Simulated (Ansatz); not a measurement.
# AlNi2: tests of the settings

This session on AlNi2 sets out to test the set of potentials.

Computed with Ansatz 0.2.0 (DFT r2SCAN, scalar-relativistic, plane waves, PAW for the base; runs at other levels say so in their headings and inputs, unless a step's input says otherwise).

2 further runs of the same task are left out: 2 for a known fault of the program.

### 1 The structure to begin with

It takes space group P-3m1 (No. 164, trigonal). The conventional cell has a = 3.974 Å, b = 3.974 Å, c = 4.904 Å, α = 90.00°, β = 90.00°, γ = 120.00°. Around Al (site symmetry 3m) lie 8 Ni at 2.37 to 2.48 Å. Ni (site symmetry 3m) has 5 Al at 2.37 to 2.48 Å and 3 Ni at 2.47 Å as nearest neighbours. Ni (site symmetry -3m) is surrounded by 8 Ni at 2.45 to 2.47 Å and 6 Al at 2.75 Å. Ni (site symmetry -3m) is surrounded by 8 Ni at 2.45 to 2.77 Å and 6 Al at 2.48 Å.

As a file:

```cif
data_structure
_symmetry_space_group_name_H-M 'P-3m1'
_symmetry_Int_Tables_number 164
_cell_length_a 3.9740
_cell_length_b 3.9740
_cell_length_c 4.9043
_cell_angle_alpha 90.000
_cell_angle_beta 90.000
_cell_angle_gamma 120.000
_cell_volume 67.07
loop_
_atom_site_label
_atom_site_type_symbol
_atom_site_symmetry_multiplicity
_atom_site_Wyckoff_symbol
_atom_site_fract_x
_atom_site_fract_y
_atom_site_fract_z
_atom_site_occupancy
Al1 Al 2 d 0.33333 0.66667 0.18987 1
Ni1 Ni 2 d 0.33333 0.66667 0.68511 1
Ni2 Ni 1 b 0.00000 0.00000 0.50000 1
Ni3 Ni 1 a 0.00000 0.00000 0.00000 1
```

Source of the structure: the Materials Project (structure only). It is taken as it stands there.

### 2 The base run, which the others are set against

The input, input.yaml:

```yaml
crystal:
  lattice:
    - [3.9740030242, 0.0, 0.0]
    - [-1.9870015121, 3.4415875737, 0.0]
    - [0.0, 0.0, 4.90425882]
  atoms:
    - { symbol: Al, position: [0.33333333, 0.66666667, 0.18987406] }
    - { symbol: Al, position: [0.66666667, 0.33333333, 0.81012594] }
    - { symbol: Ni, position: [0.33333333, 0.66666667, 0.68511004] }
    - { symbol: Ni, position: [0.66666667, 0.33333333, 0.31488996] }
    - { symbol: Ni, position: [0.0, 0.0, 0.5] }
    - { symbol: Ni, position: [0.0, 0.0, 0.0] }
basis:
  ecutwfc: 500
kpoints:
  mp_grid: { grid: [12, 12, 8] }
hamiltonian:
  xc: r2scan
scf:
  occupations: { method: gaussian, width: 0.1 }
output:
  forces: true
  stress: true
  eigenvalues: true
  populations: true
  write_density: true
  write_potential: true
  elf: true
  volumetric_format: npy
```

Its results, from an earlier run: -4077.4821 eV/atom at zero smearing, pressure 0.65 GPa, largest force 0.010 eV/Å, no gap on the mesh, in 12 SCF cycles and 56 s.

### 3 Set of potentials: PAW (harder set)

The input, input.yaml:

```yaml
crystal:
  lattice:
    - [3.9740030242, 0.0, 0.0]
    - [-1.9870015121, 3.4415875737, 0.0]
    - [0.0, 0.0, 4.90425882]
  atoms:
    - { symbol: Al, position: [0.3333333333, 0.6666666667, 0.18987406] }
    - { symbol: Al, position: [0.6666666667, 0.3333333333, 0.81012594] }
    - { symbol: Ni, position: [0.3333333333, 0.6666666667, 0.68511004] }
    - { symbol: Ni, position: [0.6666666667, 0.3333333333, 0.31488996] }
    - { symbol: Ni, position: [0.0, 0.0, 0.5] }
    - { symbol: Ni, position: [0.0, 0.0, 0.0] }
basis: {}
kpoints:
  mp_grid: { grid: [12, 12, 8] }
hamiltonian:
  xc: r2scan
  pseudopotentials: { kind: paw, source: ansatz }
scf:
  occupations: { method: gaussian, width: 0.1 }
output:
  forces: true
  stress: true
  eigenvalues: true
```

Launch:

```bash
$ ansatz run input.yaml --threads 1 --pin off --max-ram 2560MiB --backend cpu --events-out ev --progress --plain --runs-dir out
```

### 4 Set of potentials: norm-conserving potentials

Changes to input.yaml since step 3:

```diff
@@ -17,3 +17,3 @@
   xc: r2scan
-  pseudopotentials: { kind: paw, source: ansatz }
+  pseudopotentials: { kind: nc }
 scf:
```

(Steps that only read results are left out.)

Q: Predict the outcome of the series: the values and the trend.

The runs gave:

| quantity | value |
| --- | --- |
| gap on the mesh (eV) by set of potentials | PAW (default set): metal; PAW (harder set): metal; norm-conserving potentials: metal |

**Reading.** No run finds a gap on its mesh. The sets of potentials differ by 0.2 GPa in pressure; their total energies have different zeros and cannot be compared. The final runs have no spin polarisation, so no magnetic state was tried and one may lie lower.
